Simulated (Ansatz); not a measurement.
# BN under changes of volume

One of the cells (5.969 Å³/atom); the others are scaled copies at fixed shape and fractional positions:

```xyz
4
Lattice="2.5539 0.0000 0.0000 -1.2770 2.2118 0.0000 0.0000 0.0000 4.2269" Properties=species:S:1:pos:R:3 pbc="T T T"
N     0.0000    1.4745    0.5295
N     1.2770    0.7373    2.6430
B     0.0000    1.4745    2.1123
B     1.2770    0.7373    4.2257
```

Measurements of this composition are mostly on another form, of space group No. 194.

```yaml
Program: Ansatz 0.2.0
Functional: LDA
Potentials_or_basis: all-electron LAPW, scalar-relativistic
Cutoff: 411 eV (chosen from the basis error)
Basis_error_allowed: 0.002 eV/atom
k_mesh: 12 × 12 × 6
Occupations: fermi-dirac, width 0.05 eV
Spin: no spin polarisation
```

| volume (Å³/atom) | energy over the lowest point (meV/atom) | pressure (GPa) | gap on the mesh (eV) | largest force (eV/Å) |
| --- | --- | --- | --- | --- |
| 5.611 | 4.69 | 10.8 | 4.88 | 0.027 |
| 5.730 | 0.00 | 1.9 | 4.91 | 0.009 |
| 5.850 | 1.68 | -6.2 | 4.95 | 0.007 |
| 5.969 | 9.13 | -13.6 | 4.98 | 0.023 |
| 6.088 | 21.84 | -20.3 | 5.01 | 0.038 |
| 6.208 | 39.31 | -26.4 | 5.03 | 0.051 |
| 6.327 | ? | ? | ? | ? |

What does the run at 6.327 Å³/atom give?

Energy over the lowest point 61.11 meV/atom; pressure -32.0 GPa; gap on the mesh 5.05 eV; largest force 0.064 eV/Å.

Worked out: A Birch-Murnaghan fit of order 3 (a polynomial in V^(-2/3)) to the other rows has its minimum at 5.76 Å³/atom with B0 = V·E''(V) = 406 GPa and B' = 4.0 at fixed shape and positions, which overstates the stiffness. It gives 60.93 meV/atom at 6.327 Å³/atom, against the run's 61.11, and -dE/dV = -31.8 GPa, against -32.0. A straight line through the other rows of the gap, of slope 1.53 eV per unit of ln V, extrapolates to 5.07 eV, against the run's 5.05.

Energies are extrapolated to zero smearing.

A mesh can miss the band edges.
